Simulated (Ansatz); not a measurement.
# Si (P6_3/mmc) in Ansatz: reference runs

Reference runs on Si: the cell as given and a disturbed copy.

Program: Ansatz 0.2.0. These are calculated values, not measurements. Logs are shortened: lines on timing, memory, paths and dates and some standing lists are left out, and cuts for length are marked.

### Step 1. The crystal as given

The structure is hexagonal, space group P6_3/mmc (No. 194). The conventional cell has a = 3.831 Å, b = 3.831 Å, c = 6.333 Å, α = 90.00°, β = 90.00°, γ = 120.00°. Si (site symmetry 3m) is surrounded by 4 Si at 2.35 to 2.37 Å.

This isn't the form of Si at room conditions, which is diamond.

### Step 2. Single point, PBEsol

Input file input.yaml:

```yaml
crystal:
  lattice:
    - [3.8313174605, 0.0, 0.0]
    - [-1.9156587303, 3.3180182508, 0.0]
    - [0.0, 0.0, 6.3326220002]
  atoms:
    - { symbol: Si, position: [0.6666666667, 0.3333333333, 0.9369905] }
    - { symbol: Si, position: [0.3333333333, 0.6666666667, 0.4369905] }
    - { symbol: Si, position: [0.6666666667, 0.3333333333, 0.5630095] }
    - { symbol: Si, position: [0.3333333333, 0.6666666667, 0.0630095] }
kpoints:
  mp_grid: { grid: [8, 8, 4] }
scf:
  occupations: { method: fermi_dirac, width: 0.05 }
hamiltonian:
  xc: pbesol
  pseudopotentials: { kind: all_electron, lapw: { basis_error: 0.001 } }
output:
  forces: true
  stress: true
  eigenvalues: true
  populations: true
```

Potentials or basis: all-electron LAPW, scalar-relativistic.

The run is started by

```console
> ansatz run input.yaml --threads 2 --pin off --max-ram 8192MiB --backend cpu --events-out ev --progress --plain --runs-dir out
```

Standard output:

```text
Warning: RAYON_NUM_THREADS=2 ignored (pool sized by the plan → 2); use --threads N
Si: projections on atomic orbitals take those of the free atom 1s2 2s2 2p6 3s2 3p2, of charge +0.00 (hamiltonian.pseudopotentials.projection_atoms)
LAPW: plane waves up to 7.593 Å⁻¹, error target 1.0e-3 eV per atom; small_component_spin mean_spin; Si in spheres of 1.176 Å, 12 of its electrons in bands, Dirac shells [] (how accurate: hamiltonian.pseudopotentials.lapw.basis_error, Limitations)
Engine: ansatz 0.2.0, x86_64-unknown-linux-gnu
Pseudopotentials: kind: all_electron
Pseudopotential: Si, LAPW, valence charge 12, lapw/all_electron/scalar/gaussian/Si, Koelling and Harmon's equation, gaussian nucleus
Functional definition: PBEsol
  exchange = pbesol_x
  correlation = pbesol_c
Crystal: 4 atoms, lattice volume = 80.503 Å³
Basis set: ecut = 219.63686948404683 eV, 591 PW (Γ), exchange–correlation at level 2
Bands: 29, of which v1, the nominal top of the filled ones, is band 24 counted from 1 (23 counted from 0)
Symmetry: 24 space group operations
Space group: P63/mmc (ITA 194), of the structure as read, at distance tolerance 4.3e-5 Å
k-points: 30 of 256
Non-local potential: Si, projectors of the file, none
Initial density: superposition of atomic densities (chi_scale 0.1, normalization cell)
Initial wavefunctions: plane waves of lowest kinetic energy (no species holds an atomic orbital)
Functional: x = pbesol(κ = 0.804, μ = 0.12345679012345678), c = pbesol(β = 0.046)
iter 1 solved again at ethr=3.01e-3 eV; its pass at ethr=1.00e-1 eV (dr2=1.45e0 eV) is discarded
SCF iter   1: F=—  HF=-31512.223005 eV  |F-HF|=—  |Δ(HF+E_count)|=         —  Δρ=4.14e-2  dr2=1.45e0  ethr=3.01e-3  ⟨swp⟩=2.0  Hψ=6188  notcnv=0
preconditioner: auto → Resta (q_TF=auto, 2.503 Å⁻¹)  ε∞=4.9  [insulator: Δε(μ)=0.683 eV  Ē_g=8.330 eV  σ=0.050 eV  W_gap=1.00  n_scr=22 (ndim 8)  ℏωp=16.6 eV  f_vac=0.000  D(μ)=0.00/eV (n_scr^D=0)  ε∞_Penn≈4.9]
SCF iter   2: F=—  HF=-31511.981279 eV  |F-HF|=—  |Δ(HF+E_count)|=   2.42e-1  Δρ=2.50e-2  dr2=5.97e-1  ethr=3.01e-3  ⟨swp⟩=2.0  Hψ=2412  notcnv=0
iter 3 solved again at ethr=1.87e-5 eV; its pass at ethr=1.24e-3 eV (dr2=8.98e-3 eV) is discarded
SCF iter   3: F=—  HF=-31511.806633 eV  |F-HF|=—  |Δ(HF+E_count)|=   1.75e-1  Δρ=2.77e-3  dr2=8.77e-3  ethr=1.87e-5  ⟨swp⟩=3.0  Hψ=4358  notcnv=0
SCF iter   4: F=—  HF=-31511.809591 eV  |F-HF|=—  |Δ(HF+E_count)|=         —  Δρ=6.07e-4  dr2=6.29e-4  ethr=1.83e-5  ⟨swp⟩=2.3  Hψ=2280  notcnv=0
the basis was enlarged: its passes take 400.0 KiB over the memory plan, 2 of 2 planned eigensolver slots
SCF iter   5: F=—  HF=-31511.809875 eV  |F-HF|=—  |Δ(HF+E_count)|=   2.85e-4  Δρ=2.28e-4  dr2=4.65e-5  ethr=1.31e-6  ⟨swp⟩=3.0  Hψ=2499  notcnv=0
SCF iter   6: F=—  HF=-31511.809944 eV  |F-HF|=—  |Δ(HF+E_count)|=   6.91e-5  Δρ=4.45e-5  dr2=2.07e-6  ethr=9.69e-8  ⟨swp⟩=3.1  Hψ=2478  notcnv=0
SCF iter   7: F=—  HF=-31511.809946 eV  |F-HF|=—  |Δ(HF+E_count)|=   1.63e-6  Δρ=1.72e-5  dr2=2.81e-7  ethr=4.31e-9  ⟨swp⟩=3.1  Hψ=2481  notcnv=0
SCF iter   8: F=-31511.809946 eV  HF=-31511.809946 eV  |F-HF|=2.91e-9  |Δ(HF+E_count)|=   3.61e-7  Δρ=2.02e-6  dr2=4.04e-9  ethr=5.85e-10  ⟨swp⟩=3.0  Hψ=2474  notcnv=0
SCF 1 converged in 8 iterations: F = -31511.809946 eV  dr2 = 4.04e-9
SCF converged after 8 iterations
Free energy (F): -31511.809946 eV
Harris-Foulkes:  -31511.809946 eV  (|F-HF|=2.91e-9)
Internal energy: -31511.809554 eV  (E = F + TS)
E sigma→0 (E₀):  -31511.809750 eV
Entropy (-TS):   -0.000393 eV (-0.098 meV/atom)
Fermi energy:    7.749454 eV
--- Per-component energies (eV) ---
  E_band       = -2947.905812
  E_kinetic    = 31592.103457
  E_xc         = -2212.833277
  E_electrostatic = -60891.079734  (all electrons and nuclei)
  E_smearing   = -0.000393  (= −TS)
  E_closure    = 0.000000  (closes the sum)
  E_atoms      = -31488.843489  (free atoms, spherical and without spin; not in F)
  Σ components = -31511.809946   (vs F -31511.809946, Δ=0.00e0)
  Basis errors (estimates in eV, not in F): energy 4.8e-4 per atom: plane waves 4.4e-4 (2.6e-4 summed), levels above the bands 3.2e-27, relativity 7.6e-9, radial functions 4.6e-5, core shells 7.5e-14; eigenvalues (radial functions only) 7.0e-7; not estimated: angular momenta, meshes, grids; target (lapw.basis_error) 1.0e-3; muffin-tin radii Si 1.176 Å
--- Forces (eV/Å), atoms counted from 1 ---
  atom   1  Si    -0.00000000    -0.00000000     0.00950502
  atom   2  Si     0.00000000     0.00000000     0.00950502
  atom   3  Si    -0.00000000    -0.00000000    -0.00950502
  atom   4  Si     0.00000000     0.00000000    -0.00950502
  max |Σ_I F_I| component: 2.31e-18 eV/Å
--- Stress (GPa, compression-positive) ---
       -0.481972      -0.000000       0.000000
       -0.000000      -0.481972       0.000000
        0.000000       0.000000      -0.474984
  P = ⅓ Tr σ = -0.4796 GPa (-4.796 kbar)
--- Band table (eV; the first three rows and the last of 30) ---
  k-point 0: bands = ["-126.0613", "-126.0595", "-126.0554", "-126.0536", "-82.3425", "-82.3406", "-82.3396", "-82.3396", "-82.3385", "-82.3385", "-82.3285", "-82.3266", "-82.3215", "-82.3215", "-82.3204", "-82.3204", "-4.6136", "-2.3150", "0.3488", "6.0817", "6.0817", "7.2545", "7.6097", "7.6097", "8.5621", "9.5623", "9.5623", "9.9027", "11.0681"]
  k-point 1: bands = ["-126.0611", "-126.0599", "-126.0551", "-126.0539", "-82.3422", "-82.3409", "-82.3395", "-82.3395", "-82.3386", "-82.3386", "-82.3282", "-82.3268", "-82.3213", "-82.3213", "-82.3205", "-82.3205", "-4.4116", "-2.9411", "1.3546", "5.6519", "6.2377", "6.2377", "7.2665", "7.2665", "8.7659", "9.8750", "9.8750", "10.0950", "11.3136"]
  k-point 2: bands = ["-126.0605", "-126.0605", "-126.0544", "-126.0544", "-82.3416", "-82.3416", "-82.3391", "-82.3391", "-82.3391", "-82.3391", "-82.3275", "-82.3275", "-82.3209", "-82.3209", "-82.3209", "-82.3209", "-3.8228", "-3.8228", "3.3485", "3.3485", "6.6759", "6.6759", "6.6759", "6.6759", "9.3448", "9.3448", "10.5402", "10.5402", "10.5402"]
  k-point 29: bands = ["-126.0585", "-126.0585", "-126.0565", "-126.0565", "-82.3437", "-82.3437", "-82.3409", "-82.3409", "-82.3350", "-82.3350", "-82.3273", "-82.3273", "-82.3231", "-82.3231", "-82.3191", "-82.3191", "-1.2926", "-1.2926", "0.2589", "0.2589", "3.2759", "3.2759", "5.5543", "5.5543", "9.0753", "9.0753", "11.2770", "11.2770", "12.2267"]
--- Löwdin populations: 4 sites ---
  site symbol       q [e]
     0     Si     13.9644
     1     Si     13.9644
     2     Si     13.9644
     3     Si     13.9644
  spilling = 0.002545 (of n_electrons = 56.000000)
```

Run time: 11 s. Hardware: 2 threads of AMD EPYC 7R43 (Zen 3), shared host; peak memory 0.32 GiB.

Results:

```yaml
Free_energy: -31511.8099 eV
Pressure: -0.5 GPa
Largest_force: 0.010 eV/Å
Band_gap_on_the_k_mesh: 0.31 eV, indirect (least direct gap 0.95 eV)
```

Forces in eV/Å, atoms in the order of the input:
```
Si   0.000  0.000  0.010
Si   0.000  0.000  0.010
Si   0.000  0.000 -0.010
Si   0.000  0.000 -0.010
```

Levels at points of the mesh, in eV from the valence-band top:
| k point | band 20 | band 21 | band 22 | band 23 | band 24 | band 25 | band 26 | band 27 | band 28 | band 29 |
| --- | --- | --- | --- | --- | --- | --- | --- | --- | --- | --- |
| (0.00, 0.00, 0.00) | -1.53 | -1.53 | -0.36 | 0.00 | 0.00 | 0.95 | 1.95 | 1.95 | 2.29 | 3.46 |
| (0.00, 0.00, -0.50) | -4.26 | -0.93 | -0.93 | -0.93 | -0.93 | 1.74 | 1.74 | 2.93 | 2.93 | 2.93 |
| (0.00, -0.50, 0.00) | -5.99 | -4.71 | -3.08 | -3.04 | -1.45 | 0.31 | 2.27 | 2.90 | 3.06 | 4.38 |
| (0.00, -0.50, -0.50) | -7.29 | -2.47 | -2.47 | -2.44 | -2.44 | 0.82 | 0.82 | 1.57 | 1.57 | 5.58 |

A k mesh can miss the band edges.

### Step 3. Single point, PBEsol (atoms moved at random, drawn with an rms of 0.05 Å)

Input file input.yaml:

```yaml
crystal:
  lattice:
    - [3.8313174605, 0.0, 0.0]
    - [-1.9156587303, 3.3180182508, 0.0]
    - [0.0, 0.0, 6.3326220002]
  atoms:
    - { symbol: Si, position: [0.662409, 0.333713, 0.940325] }
    - { symbol: Si, position: [0.334686, 0.658685, 0.434314] }
    - { symbol: Si, position: [0.674367, 0.345422, 0.562186] }
    - { symbol: Si, position: [0.314249, 0.647393, 0.058825] }
kpoints:
  mp_grid: { grid: [8, 8, 4] }
scf:
  occupations: { method: fermi_dirac, width: 0.05 }
hamiltonian:
  xc: pbesol
  pseudopotentials: { kind: all_electron, lapw: { basis_error: 0.001 } }
output:
  forces: true
  stress: true
  eigenvalues: true
  populations: true
```

Potentials or basis: all-electron LAPW, scalar-relativistic.

The run is started by

```console
> ansatz run input.yaml --threads 2 --pin off --max-ram 8192MiB --backend cpu --events-out ev --progress --plain --runs-dir out
```

Wall time 77 s (2 threads of AMD EPYC 7R43 (Zen 3), shared host); peak memory 0.56 GiB.

It converged, with:

* Free energy: -31511.7427 eV
* Pressure: -0.3 GPa
* Largest force: 0.968 eV/Å
* Band gap on the k mesh: none (metal or under the smearing width)

Forces on the atoms (eV/Å):
```
Si  -0.277 -0.762 -0.527
Si  -0.228  0.711  0.005
Si   0.186 -0.750  0.127
Si   0.319  0.801  0.395
```

Stress tensor (GPa, compression positive):
```
 2.37  0.12  0.52
 0.12 -2.00  0.02
 0.52  0.02 -1.21
```

Levels at points of the mesh, in eV from the Fermi level:
```
              k point  band 22  band 23  band 24  band 25  band 26  band 27
   (0.00, 0.00, 0.00)    -0.49    -0.39     0.04     0.75     1.59     2.00
  (0.00, 0.00, -0.50)    -1.25    -1.00    -0.79     1.44     1.62     2.45
  (0.00, -0.50, 0.00)    -3.37    -2.98    -1.78     0.00     1.94     2.60
 (0.00, -0.50, -0.50)    -2.71    -2.64    -2.60     0.60     0.70     1.37
  (-0.50, 0.00, 0.00)    -3.28    -3.18    -1.58     0.16     2.13     2.91
 (-0.50, 0.00, -0.50)    -2.63    -2.54    -2.44     0.62     0.66     1.35
 (-0.50, -0.50, 0.00)    -3.28    -3.17    -1.59     0.15     2.13     2.90
(-0.50, -0.50, -0.50)    -2.60    -2.53    -2.43     0.60     0.68     1.28
```
